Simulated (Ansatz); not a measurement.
# Mo2CCl2 MXene bilayer (AA) in a perpendicular field, part 3 of 3

What dipole does a perpendicular field induce in the Mo2CCl2 MXene bilayer (AA)? A positive field points along +c.

Ansatz 0.2.0; plane-wave DFT, PBE-D3(BJ), Ansatz PAW.

So far. Step 8 (Single point, field 0.3 V/Å): The dipole is 0.243 e·Å.

## Step 9: Response, atoms held

This step: plane-wave DFT, PBE-D3(BJ), Ansatz PAW; response to a field along the normal, atoms held (Ansatz 0.2.0).

The dipoles give the slope, and the difference of two potentials shows where the field is screened.

Numbers from this step:

```
equivalent conductor thickness p/(ε₀AE) : 15.27 Å
distance between the outer atoms        : 13.82 Å
```

The dipole of the cell by applied field:

```csv
applied field (V/Å),dipole of the cell (e·Å)
-0.050,-0.0406
0.000,-4.0e-6
0.050,0.0406
0.100,0.0811
0.200,0.162
0.300,0.243
```

Local field over the applied field, running mean. From the potentials at -0.05 and 0.05 V/Å; running mean over 2.5 Å. The local field over applied field by z:

```csv
z (Å),local field over applied field
4.5,0.999
5.0,0.998
5.5,0.994
6.0,0.982
6.5,0.947
7.0,0.863
7.5,0.721
8.0,0.546
8.5,0.371
9.0,0.228
9.5,0.133
10.0,0.0839
10.5,0.0609
11.0,0.0461
11.5,0.0232
12.0,0.00153
12.5,-0.00634
13.0,-0.00431
13.5,-5.8e-4
14.0,0.00336
14.5,0.0102
15.0,0.0172
15.5,0.0217
16.0,0.0228
16.5,0.0205
17.0,0.0148
17.5,0.00746
18.0,0.00159
18.5,-0.00171
19.0,-0.00585
19.5,-0.00478
20.0,0.00790
20.5,0.0327
21.0,0.0516
21.5,0.0675
22.0,0.0975
22.5,0.162
23.0,0.275
23.5,0.432
24.0,0.611
24.5,0.778
25.0,0.901
25.5,0.964
26.0,0.988
26.5,0.996
27.0,0.999
27.5,1.000
```

The induced electron density oscillates, so the rows of the table below give means over windows of 1 Å about each position, cut where the curve ends. Its maxima inside the range that stand out by 2 % of the span (Å: e/Å³ per V/Å): 8.1: 0.00375, 10.8: 9.4e-4, 12.8: 5.0e-5, 16.6: 1.5e-4, 19.9: 2.4e-4, 21.9: 8.9e-4. Its minima: 9.9: -8.9e-4, 11.9: -2.4e-4, 15.2: -1.5e-4, 19.0: -5.0e-5, 21.2: -9.4e-4, 23.7: -0.00375.

Electrons, planar mean, per unit field. Induced electron density against z; means over each step:

```csv
z (Å),induced electron density (e/Å³ per V/Å)
5,8.8e-6
6,9.4e-5
7,8.2e-4
8,0.00310
9,0.00119
10,-2.8e-4
11,6.5e-4
12,-4.8e-5
13,7.3e-7
14,-5.3e-5
15,-1.2e-4
16,2.3e-5
17,1.1e-4
18,5.3e-5
19,-1.2e-5
20,-4.1e-5
21,-6.7e-4
22,3.7e-4
23,-0.00175
24,-0.00281
25,-5.7e-4
26,-6.2e-5
27,-5.6e-6
```

By hand: between -0.05 and 0.05 V/Å the dipole changes by 0.08112 e·Å, a slope of 0.8112 e·Å²/V. A perfect conductor of thickness t has p = ε₀AEt, so t = 180.95 × 0.8112 / 9.612 = 15.27 Å (e/ε₀ = 180.95 V·Å, A in Å²).

The induced dipole is that of a conductor 15.27 Å thick.

## Step 10: A changed input

This step: plane-wave DFT, PBE-D3(BJ), Ansatz PAW (Ansatz 0.2.0).

A run with a changed input: it repeats the earlier run at 0.05 V/Å with efield.dipole_correction from true to false.

File input.yaml:

```yaml
crystal:
  lattice:
    - [3.3315093845, 0.0, 0.0]
    - [-1.6657546922, 2.8851717599, 0.0]
    - [0.0, 0.0, 31.8176959176]
  atoms:
    - { symbol: Cl, position: [0.3333333333, 0.6666666667, 0.2828614625] }
    - { symbol: Mo, position: [0.6666666667, 0.3333333333, 0.3385363612] }
    - { symbol: C, position: [0.0, 0.0, 0.3677302663] }
    - { symbol: Mo, position: [0.3333333333, 0.6666666667, 0.3971363794] }
    - { symbol: Cl, position: [0.6666666667, 0.3333333333, 0.4525198021] }
    - { symbol: Cl, position: [0.3333333333, 0.6666666667, 0.5474801979] }
    - { symbol: Mo, position: [0.6666666667, 0.3333333333, 0.6028636206] }
    - { symbol: C, position: [0.0, 0.0, 0.6322697337] }
    - { symbol: Mo, position: [0.3333333333, 0.6666666667, 0.6614636388] }
    - { symbol: Cl, position: [0.6666666667, 0.3333333333, 0.7171385375] }
kpoints:
  mp_grid: { grid: [18, 18, 1] }
  band_path:
    path: [[0, 0, 0], [0.5, 0, 0], [0.33333333, 0.33333333, 0], [0, 0, 0]]
    npoints: 16
hamiltonian:
  xc: pbe
  dispersion: d3bj
scf:
  occupations: { method: fermi_dirac, width: 0.02585 }
  convergence: { dr2_threshold: 1.0e-10 }
efield:
  axis: 3
  dipole_correction: false
  ramp_position: 0.97
  ramp_width: 0.06
  amplitude: 0.05
output:
  write_potential: true
  write_density: true
  volumetric_format: npy
```

The run is started by

```bash
$ ansatz run input.yaml --threads 4 --pin off --max-ram 6144MiB --backend cpu --events-out ev --progress --plain --runs-dir out
```

Numbers of over 12 decimals in the logs are rounded to 6 here.

What it wrote:

```text
[...]
Crystal: 10 atoms, lattice volume = 305.831 Å³
Basis set: ecut = 420 eV, 6059 PW (Γ)
Bands: 56, of which v1, the nominal top of the filled ones, is band 46 counted from 1 (45 counted from 0)
Symmetry: 6 space group operations
k-points: 37 of 324 (time reversal used)
[...]
SCF iter   1: F=—  HF=-24651.701004 eV  |F-HF|=—  |Δ(HF+E_count)|=         —  Δρ=1.25e-2  dr2=9.17e0  ethr=1.77e-3  p=-0.000 e·Å  V_vac-E_F(+/−)=6.49/5.03 eV  ⟨swp⟩=9.6  Hψ=10627  notcnv=0  defer=8
[...]
SCF iter  13: F=-24651.486354 eV  HF=-24651.486354 eV  |F-HF|=2.18e-11  |Δ(HF+E_count)|=  1.49e-10  Δρ=1.01e-7  dr2=9.24e-11  ethr=1.00e-12  p=0.078 e·Å  V_vac-E_F(+/−)=5.07/3.73 eV  ⟨swp⟩=10.8  Hψ=7739  notcnv=0
SCF 1 converged in 13 iterations: F = -24651.486354 eV  dr2 = 9.24e-11
[...]
SCF converged after 13 iterations
Free energy (F): -24651.486354 eV
[...]
Internal energy: -24651.479581 eV  (E = F + TS)
E sigma→0 (E₀):  -24651.482967 eV
Entropy (-TS):   -0.006773 eV (-0.677 meV/atom)
Fermi energy:    4.552880 eV
Dipole field:    D = 0.046151 V/Å  (p = 0.078001 e·Å, saw-weighted)
Work function:   not extracted (applied field tilts the vacuum); planar V_es + V_field profile in the machine report
[...]
--- Band table (eV; the first three rows and the last of 37) ---
  k-point 0: bands = [... 42 lower, 1.5391, 1.5391, 4.4179, 4.4292, 5.0748, 5.0748, 5.0946, 5.0946, ... 6 higher]
  k-point 1: bands = [... 42 lower, 1.7369, 1.7563, 4.3918, 4.4007, 4.9589, 4.9723, 5.0777, 5.0996, ... 6 higher]
  k-point 2: bands = [... 42 lower, 1.9888, 2.0101, 4.2968, 4.3094, 4.7505, 4.7946, 5.0851, 5.1120, ... 6 higher]
  k-point 36: bands = [... 42 lower, 2.8985, 2.9010, 2.9289, 2.9331, 5.4996, 5.5042, 5.5165, 5.5196, ... 6 higher]
```

Elapsed: 18 s, on 4 threads of Intel Xeon 6975P-C (Granite Rapids), shared host; peak memory 1.1 GiB; 70 s of CPU time.

```csv
quantity,this run,earlier run,difference
dipole along the normal (e·Å),0.07800,0.04056,0.037
```

With the dipole correction off, the periodic images add a field of their own to the typed one.

It moves by +0.0374 e·Å.

These numbers are not those of the isolated slab.

## Step 11: Varying the input

Another changed input: it repeats the earlier run at 0.05 V/Å with efield.dipole_correction from true to false.

input.yaml is that of step 10.

What it wrote:

```text
[...]
Crystal: 10 atoms, lattice volume = 305.831 Å³
Basis set: ecut = 420 eV, 6059 PW (Γ)
Bands: 56, of which v1, the nominal top of the filled ones, is band 46 counted from 1 (45 counted from 0)
Symmetry: 6 space group operations
k-points: 37 of 324 (time reversal used)
[...]
SCF iter   1: F=—  HF=-24651.701004 eV  |F-HF|=—  |Δ(HF+E_count)|=         —  Δρ=1.25e-2  dr2=9.17e0  ethr=1.77e-3  p=-0.000 e·Å  V_vac-E_F(+/−)=6.49/5.03 eV  ⟨swp⟩=9.6  Hψ=10627  notcnv=0  defer=8
[...]
SCF iter  13: F=-24651.486354 eV  HF=-24651.486354 eV  |F-HF|=2.18e-11  |Δ(HF+E_count)|=  1.49e-10  Δρ=1.01e-7  dr2=9.24e-11  ethr=1.00e-12  p=0.078 e·Å  V_vac-E_F(+/−)=5.07/3.73 eV  ⟨swp⟩=10.8  Hψ=7739  notcnv=0
SCF 1 converged in 13 iterations: F = -24651.486354 eV  dr2 = 9.24e-11
[...]
SCF converged after 13 iterations
Free energy (F): -24651.486354 eV
[...]
Internal energy: -24651.479581 eV  (E = F + TS)
E sigma→0 (E₀):  -24651.482967 eV
Entropy (-TS):   -0.006773 eV (-0.677 meV/atom)
Fermi energy:    4.552880 eV
Dipole field:    D = 0.046151 V/Å  (p = 0.078001 e·Å, saw-weighted)
Work function:   not extracted (applied field tilts the vacuum); planar V_es + V_field profile in the machine report
[...]
--- Band table (eV; the first three rows and the last of 37) ---
  k-point 0: bands = [... 42 lower, 1.5391, 1.5391, 4.4179, 4.4292, 5.0748, 5.0748, 5.0946, 5.0946, ... 6 higher]
  k-point 1: bands = [... 42 lower, 1.7369, 1.7563, 4.3918, 4.4007, 4.9589, 4.9723, 5.0777, 5.0996, ... 6 higher]
  k-point 2: bands = [... 42 lower, 1.9888, 2.0101, 4.2968, 4.3094, 4.7505, 4.7946, 5.0851, 5.1120, ... 6 higher]
  k-point 36: bands = [... 42 lower, 2.8985, 2.9010, 2.9289, 2.9331, 5.4996, 5.5042, 5.5165, 5.5196, ... 6 higher]
```

Elapsed: 16 s, on 4 threads; peak memory 1.1 GiB.

```csv
quantity,this run,earlier run,difference
dipole along the normal (e·Å),0.07800,0.04056,0.037
```

With the dipole correction off, the periodic images add a field of their own to the typed one.

It moves by +0.0374 e·Å.

These numbers are not those of the isolated slab.

## Step 12: Results

```
gap without field                          : none
work function, upper face                  : 4.43 eV
equivalent conductor thickness, atoms held : 15.3 Å
```

**Reading.** The induced dipole equals that of a perfect conductor 15.27 Å thick, while the outer atoms lie 13.82 Å apart. There is no gap over 0.03 eV, with or without the field. The main runs have no spin polarisation; a magnetic state could lie lower and would change these results. Spin-orbit coupling is left out, which matters for the bands of elements this heavy. The MXene's terminations sit over the metal atoms of its far layer; the site over carbon or nitrogen, which some compounds prefer, was not run.

[Logs are printed without paths, hosts, clocks, repeated set-up lines and the standing remarks that a program may print on its own settings, such as how far it seeks lower states.]

[Hosts, paths, dates, database ids (printed as entryN), source tags and the programs' standing remarks are cut or masked in the printed files.]

[Maps of the electrostatic potential energy from Ansatz leave out the sawtooth potential of an applied field or a dipole correction, so their vacuum need not be flat; planar profiles and work functions include it.]
